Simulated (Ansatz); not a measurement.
Input of an Ansatz 0.2.0 run:

Contents of input.yaml:

```yaml
crystal:
  lattice:
    - [3.169, 0.0, 0.0]
    - [-1.5845, 2.7444345046, 0.0]
    - [0.0, 0.0, 12.324]
  atoms:
    - { symbol: Mo, position: [0.6666666667, 0.3333333333, 0.75] }
    - { symbol: Mo, position: [0.3333333333, 0.6666666667, 0.25] }
    - { symbol: S, position: [0.6666666667, 0.3333333333, 0.377] }
    - { symbol: S, position: [0.3333333333, 0.6666666667, 0.877] }
    - { symbol: S, position: [0.6666666667, 0.3333333333, 0.123] }
    - { symbol: S, position: [0.3333333333, 0.6666666667, 0.623] }
kpoints:
  mp_grid: { grid: [6, 6, 2] }
scf:
  occupations: { method: fermi_dirac, width: 0.03 }
hamiltonian:
  xc: pbesol
  pseudopotentials: { kind: all_electron, lapw: { basis_error: 0.002 } }
output:
  forces: true
  stress: true
  eigenvalues: true
```

Potentials or basis: all-electron LAPW, scalar-relativistic.

Launch:

```console
$ ansatz run input.yaml --threads 4 --pin off --max-ram 12288MiB --backend cpu --events-out ev --progress --plain --runs-dir out
```

Q: What does it give for the band gap on the k mesh?

A: 0.85 eV, indirect (least direct gap 1.65 eV).

Q: What does it give for the largest force?

A: 0.308 eV/Å.

Stress tensor (GPa, compression positive):
```
-3.26  0.00  0.00
 0.00 -3.26  0.00
 0.00  0.00 -2.33
```

Caveat: this functional lacks dispersion, which binds the layers, so the pressure and a relaxed spacing across them are unreliable.

**Measured values to compare with.**

From “Multiwavelength excitation Raman Scattering Analysis of bulk and 2 dimensional MoS2: Vibrational properties of atomically thin MoS2 layers”, 2015, arxiv:1506.03228, for a bulk crystal of MoS2 at 300 K: band gap 1.3 eV (indirect).

Measured gap of MoS2: 1.3 eV (indirect; 300 K; “Multiwavelength excitation Raman Scattering Analysis of bulk and 2 dimensional MoS2: Vibrational properties of atomically thin MoS2 layers”, 2015, arxiv:1506.03228). This calculation gives 0.85 eV (-0.45 eV). Spin-orbit coupling on Mo is left out. The value is that of PBEsol on a finite k mesh, which can miss the band edges, without temperature or zero-point motion. Semilocal functionals fall short of measured gaps as a rule.
